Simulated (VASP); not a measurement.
Wanted: the native input for a VASP 6.6.1 run.

```yaml
Task: work function
Functional: RPBE
Potentials_or_basis: VASP PAW PBE potentials, release 64 (V_sv)
Cutoff: 520 eV
k_mesh: 7 × 7 × 1
Occupations: fermi-dirac, width 0.05 eV
Spin: collinear spin, ferromagnetic start
Starting_moments: "[2.0, 2.0, 2.0, 2.0, 2.0, 2.0, 2.0, 2.0] μB"
Dipole_correction: yes
Further_INCAR_settings: ALGO = Fast; EDIFF = 1e-06
```

The structure of V lies in POSCAR:

```
V
1.0
    3.0260000000      0.0000000000      0.0000000000
    0.0000000000      3.0260000000      0.0000000000
    0.0000000000      0.0000000000     25.5910000000
V
8
Direct
    0.5000000000      0.5000000000      0.2930717830
    0.0000000000      0.0000000000      0.3521941307
    0.5000000000      0.5000000000      0.4113164784
    0.0000000000      0.0000000000      0.4704388261
    0.5000000000      0.5000000000      0.5295611739
    0.0000000000      0.0000000000      0.5886835216
    0.5000000000      0.5000000000      0.6478058693
    0.0000000000      0.0000000000      0.7069282170
```

The slab is cut from a database's or a generator's crystal, which needn't be the stable form of the element.

These files were run (other wordings do the same):

INCAR

```
SYSTEM = V
PREC     = Accurate       ! precision mode
ENCUT    = 520            ! plane-wave cutoff, eV
EDIFF    = 1E-6           ! SCF threshold, eV
ISMEAR   = -1             ! smearing method
SIGMA    = 0.05           ! smearing width, eV
LREAL    = .False.        ! projectors in reciprocal space
LASPH    = .True.         ! aspherical terms in the spheres
NELM     = 150            ! most SCF steps
ALGO     = Fast           ! electronic algorithm
ISIF     = 2              ! what is computed and relaxed
LWAVE    = .False.        ! write WAVECAR
LCHARG   = .True.         ! write CHGCAR
ISPIN    = 2              ! spin polarisation
MAGMOM   = 2 2 2 2 2 2 2 2 ! initial moments
LORBIT   = 11             ! projections on sites
LMAXMIX  = 4              ! l up to which the mixer works
LDIPOL   = .True.       
IDIPOL   = 3            
DIPOL    = 0.5 0.5 0.500
GGA      = RP             ! functional
LELF     = .True.         ! ELF
LVHAR    = .True.       
LVACPOTAV= .True.
```

KPOINTS

```
Automatic mesh
0
Gamma
  7 7 1
  0 0 0
```

Potentials or basis: VASP PAW PBE potentials, release 64 (V_sv).

Command:

```console
$ cat potpaw_PBE.64/V_sv/POTCAR > POTCAR
$ mpirun -np 1 vasp_std > vasp.out
```

Results of the run:

The largest force is 0.879 eV/Å, the band gap on the k mesh is none (metal or under the smearing width) and the net moment is 0.64 μB per cell. The site moments are V +0.80, -0.31, -0.17, -0.05 μB, the valence electrons inside the program's atomic spheres are V 11.40, 11.58, 11.59 and the work function of the upper face is 3.54 eV. The work function of the lower face is 3.54 eV.

Caveat: the PAW data sets were made with another functional, which shifts forces and pressure a little.

Run time: 15 min on 1 thread of Intel(R) Xeon(R) Platinum 8488C (Sapphire Rapids), with other jobs on the host, peak memory 0.53 GiB.
